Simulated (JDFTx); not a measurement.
# MoS2 (R3m) in JDFTx: single point with PBEsol

Aim: the single point of MoS2 with PBEsol.

All numbers are computed with JDFTx 1.7.0 (patched build); they aren't measurements. Logs are shortened: lines on timing, memory, paths and dates and some standing lists are left out, and cuts for length are marked. The log counts tension as positive stress, the text compression.

### Step 1. The crystal as given

The structure is trigonal, space group R3m (No. 160). Conventional cell: a = 3.160 Å, b = 3.160 Å, c = 18.450 Å, α = 90.00°, β = 90.00°, γ = 120.00°. Around Mo (site symmetry 3m) lie 6 S at 2.39 Å. Around S (site symmetry 3m) lie 3 Mo at 2.39 Å. S (site symmetry 3m) has 3 Mo at 2.39 Å as nearest neighbours.

Measurements of this composition are mostly on another form, of space group No. 194.

### Step 2. Single point, PBEsol

MoS2.in

```
lattice \
    2.9857672769    -2.9857672769     0.0000000000 \
    1.7238335410     1.7238335410    -3.4476670820 \
   11.6218156664    11.6218156664    11.6218156664
coords-type Lattice
ion Mo     0.0000000000     0.0000000000     0.0000000000 1
ion S      0.4170000000     0.4170000000     0.4170000000 1
ion S      0.2500000000     0.2500000000     0.2500000000 1

ion-species pseudo/Mo.upf
ion-species pseudo/S.upf
elec-cutoff 40 320
elec-ex-corr gga-PBEsol
kpoint-folding 10 10 10
elec-smearing Gauss 0.00036749322
elec-n-bands 19
electronic-SCF nIterations 100 energyDiffThreshold 1e-09
electronic-minimize nIterations 30 energyDiffThreshold 1e-7
converge-empty-states yes
forces-output-coords Cartesian

dump-name run.$VAR
dump End Ecomponents EigStats BandEigs Kpoints Forces Stress
```

Potentials or basis: PseudoDojo-SR-PBEsol-0.4.1-standard with smoothed tails.

Run with:

```
jdftx -c 1 -i MoS2.in -o MoS2.out
```

What it wrote:

```text
*************** JDFTx 1.7.0 (patched build) ***************

Input parsed successfully to the following command list (including defaults):
[... the input with its defaults ...]

---------- Setting up symmetries ----------

Non-trivial transmission matrix:
[   1   0   0  ]
[  -1   1   0  ]
[   0  -1   1  ]
with reduced lattice vectors:
[      5.971535     -2.985767      0.000000  ]
[      0.000000      5.171501     -3.447667  ]
[      0.000000      0.000000     11.621816  ]

Found 12 point-group symmetries of the bravais lattice
Found 6 space-group symmetries with basis
Applied RMS atom displacement 0 bohrs to make symmetries exact.

---------- Initializing the Grid ----------
R =
[      2.98577     -2.98577            0  ]
[      1.72383      1.72383     -3.44767  ]
[      11.6218      11.6218      11.6218  ]
unit cell volume = 358.903
G =
[    1.05219   0.607482   0.180212  ]
[   -1.05219   0.607482   0.180212  ]
[ -1.4987e-17   -1.21496   0.180212  ]
Minimum fftbox size, Smin = [  100  100  100  ]
Chosen fftbox size, S = [  100  100  100  ]

---------- Initializing tighter grid for wavefunction operations ----------
R =
[      2.98577     -2.98577            0  ]
[      1.72383      1.72383     -3.44767  ]
[      11.6218      11.6218      11.6218  ]
unit cell volume = 358.903
G =
[    1.05219   0.607482   0.180212  ]
[   -1.05219   0.607482   0.180212  ]
[ -1.4987e-17   -1.21496   0.180212  ]
Minimum fftbox size, Smin = [  72  72  72  ]
Chosen fftbox size, S = [  72  72  72  ]

---------- Exchange Correlation functional ----------
Initalized PBEsol GGA exchange.
Initalized PBEsol GGA correlation.

---------- Setting up pseudopotentials ----------
Width of ionic core gaussian charges (only for fluid interactions / plotting) set to 0

Reading pseudopotential file 'pseudo/Mo.upf':
  'Mo' pseudopotential, 'PBESOL' functional
  Generated using ONCVPSP code by D. R. Hamann
  14 valence electrons, 4 orbitals, 6 projectors, 1001 radial grid points, with lMax = 2
    4S    l: 0   occupation:  2.0   eigenvalue: -2.363064
    4P    l: 1   occupation:  6.0   eigenvalue: -1.413234
    4D    l: 2   occupation:  5.0   eigenvalue: -0.138516
    5S    l: 0   occupation:  1.0   eigenvalue: -0.151378
  Core radius for overlap checks: 1.35 bohrs.

Reading pseudopotential file 'pseudo/S.upf':
  'S' pseudopotential, 'PBESOL' functional
  Generated using ONCVPSP code by D. R. Hamann
[... 27 lines left out ...]
Mo pseudo-atom occupations:   s ( 2 2 )  p ( 6 )  d ( 4 )
S pseudo-atom occupations:   s ( 2 )  p ( 4 )
	FillingsUpdate:  mu: +0.681196718  nElectrons: 26.000000
LCAOMinimize: Iter:   0  F: -88.6554919968892818  |grad|_K:  1.368e-02  alpha:  1.000e+00
LCAOMinimize: 	Step increased F by 1.948431e-01, reducing alpha to 4.241647e-02.
	FillingsUpdate:  mu: +0.565638303  nElectrons: 26.000000
LCAOMinimize: Iter:   1  F: -88.8277485614770086  |grad|_K:  6.534e-03  alpha:  4.242e-02  linmin: -4.713e-01  cgtest:  1.368e+00
[... 19 lines of inner loops ...]
LCAOMinimize: Iter:   8  F: -88.9579513054529656  |grad|_K:  1.141e-06  alpha:  6.787e-01  linmin: -2.051e-05  cgtest: -4.880e-04
	FillingsUpdate:  mu: +0.428788962  nElectrons: 26.000000
LCAOMinimize: Iter:   9  F: -88.9579513135182367  |grad|_K:  1.157e-07  alpha:  2.961e-01  linmin: -7.082e-05  cgtest:  3.856e-04
LCAOMinimize: Converged (|Delta F|<1.000000e-06 for 2 iters).

-------- Electronic minimization -----------
Will mix electronic density at each iteration.
	FillingsUpdate:  mu: +0.428788962  nElectrons: 26.000000
	FillingsUpdate:  mu: +0.421366681  nElectrons: 26.000000
SCF: Cycle:  0   F: -89.040620677821153   dF: -8.267e-02   |Residual|: 1.541e-01   |deigs|: 8.224e-02
	FillingsUpdate:  mu: +0.414958418  nElectrons: 26.000000
SCF: Cycle:  1   F: -89.105532334676454   dF: -6.491e-02   |Residual|: 7.644e-02   |deigs|: 7.220e-03
	FillingsUpdate:  mu: +0.407027695  nElectrons: 26.000000
SCF: Cycle:  2   F: -89.119375084364634   dF: -1.384e-02   |Residual|: 2.690e-02   |deigs|: 7.342e-03
	FillingsUpdate:  mu: +0.409822147  nElectrons: 26.000000
SCF: Cycle:  3   F: -89.121057524445590   dF: -1.682e-03   |Residual|: 1.472e-02   |deigs|: 3.651e-03
	FillingsUpdate:  mu: +0.411841859  nElectrons: 26.000000
SCF: Cycle:  4   F: -89.120867482906021   dF: +1.900e-04   |Residual|: 8.064e-03   |deigs|: 9.771e-04
	FillingsUpdate:  mu: +0.411455411  nElectrons: 26.000000
SCF: Cycle:  5   F: -89.121109747843107   dF: -2.423e-04   |Residual|: 1.756e-03   |deigs|: 5.624e-04
	FillingsUpdate:  mu: +0.411418887  nElectrons: 26.000000
SCF: Cycle:  6   F: -89.121116054953205   dF: -6.307e-06   |Residual|: 8.450e-04   |deigs|: 1.657e-04
	FillingsUpdate:  mu: +0.411556008  nElectrons: 26.000000
SCF: Cycle:  7   F: -89.121117179065280   dF: -1.124e-06   |Residual|: 1.758e-04   |deigs|: 1.281e-04
	FillingsUpdate:  mu: +0.411584222  nElectrons: 26.000000
SCF: Cycle:  8   F: -89.121117377825584   dF: -1.988e-07   |Residual|: 7.707e-05   |deigs|: 5.797e-05
	FillingsUpdate:  mu: +0.411581887  nElectrons: 26.000000
SCF: Cycle:  9   F: -89.121117456752842   dF: -7.893e-08   |Residual|: 8.048e-05   |deigs|: 4.561e-05
	FillingsUpdate:  mu: +0.411582637  nElectrons: 26.000000
SCF: Cycle: 10   F: -89.121117487144360   dF: -3.039e-08   |Residual|: 5.433e-05   |deigs|: 4.222e-05
	FillingsUpdate:  mu: +0.411587773  nElectrons: 26.000000
SCF: Cycle: 11   F: -89.121117503076221   dF: -1.593e-08   |Residual|: 1.441e-05   |deigs|: 4.619e-05
	FillingsUpdate:  mu: +0.411587044  nElectrons: 26.000000
SCF: Cycle: 12   F: -89.121117507403454   dF: -4.327e-09   |Residual|: 8.819e-06   |deigs|: 4.123e-05
	FillingsUpdate:  mu: +0.411586725  nElectrons: 26.000000
SCF: Cycle: 13   F: -89.121117509666973   dF: -2.264e-09   |Residual|: 4.508e-06   |deigs|: 4.731e-05
	FillingsUpdate:  mu: +0.411586928  nElectrons: 26.000000
SCF: Cycle: 14   F: -89.121117510418799   dF: -7.518e-10   |Residual|: 2.230e-06   |deigs|: 3.177e-05
	FillingsUpdate:  mu: +0.411586995  nElectrons: 26.000000
SCF: Cycle: 15   F: -89.121117510799593   dF: -3.808e-10   |Residual|: 2.955e-06   |deigs|: 4.149e-05
SCF: Converged (|Delta E|<1.000000e-09 for 2 iters).

Setting wave functions to eigenvectors of Hamiltonian
Converging empty states (this may take a while):
EmptyStates: None of the convergence criteria satisfied.
|deigs|: 6.708e-04

# Stress tensor in Cartesian coordinates [Eh/a0^3]:
[  1.97372e-05            0            0  ]
[            0  1.97372e-05            0  ]
[            0            0 -8.11272e-05  ]

# Ionic positions in lattice coordinates:
ion Mo   0.000000000000000   0.000000000000000   0.000000000000000 1
ion S   0.417000000000000   0.417000000000000   0.417000000000000 1
ion S   0.250000000000000   0.250000000000000   0.250000000000000 1

# Forces in Cartesian coordinates:
force Mo  -0.000000000000000   0.000000000000000   0.001674782833494 1
force S  -0.000000000000002   0.000000000000001   0.003549126324839 1
force S  -0.000000000000000  -0.000000000000005  -0.005223845840867 1

# Energy components:
   Eewald =      -59.4751984970284440
       EH =       27.4907127296407054
     Eloc =      -85.4855737557736148
      Enl =       11.6384841656569158
      Exc =      -16.5916811814867842
 Exc_core =        3.2955213341325322
       KE =       30.0066176940590843
-------------------------------------
     Etot =      -89.1211175107995928
       TS =        0.0000000000000005
-------------------------------------
        F =      -89.1211175107995928

IonicMinimize: Iter:   0  F: -89.121117510799593  |grad|_K:  2.178e-03
IonicMinimize: None of the convergence criteria satisfied after 0 iterations.

#--- Lowdin population analysis ---
# oxidation-state Mo +0.270
# oxidation-state S -0.037 -0.032

Dumping 'run.eigStats' ...
	eMin: -1.851978 at state 115 ( [ +0.500000 +0.500000 +0.500000 ] spin 0 )
	HOMO: +0.408260 at state 115 ( [ +0.500000 +0.500000 +0.500000 ] spin 0 )
	mu  : +0.411586
	LUMO: +0.441764 at state 21 ( [ +0.000000 +0.200000 -0.200000 ] spin 0 )
	eMax: +0.738853 at state 113 ( [ +0.400000 +0.500000 +0.500000 ] spin 0 )
	HOMO-LUMO gap: +0.033503
	Optical gap  : +0.072088 at state 26 ( [ +0.000000 +0.300000 -0.300000 ] spin 0 )
WARNING: the last solve of the electrons (or of bands or displaced states from it) ended unconverged.
Done!
[note: mu as printed may lie anywhere between the filled and the empty levels]
```

Run time: 36 min. Hardware: 1 thread of Arm Neoverse V1, shared host; peak memory 0.68 GiB.

Results:

```yaml
Free_energy: -2425.1092 eV
Pressure: 0.4 GPa
Largest_force: 0.269 eV/Å
Band_gap_on_the_k_mesh: 0.91 eV, indirect (least direct gap 1.96 eV)
```

Forces on the atoms (eV/Å):
```
Mo   0.000  0.000  0.086
S    0.000  0.000  0.183
S    0.000  0.000 -0.269
```

Caveat: the empty levels aren't tightly converged. A k mesh can miss the band edges.
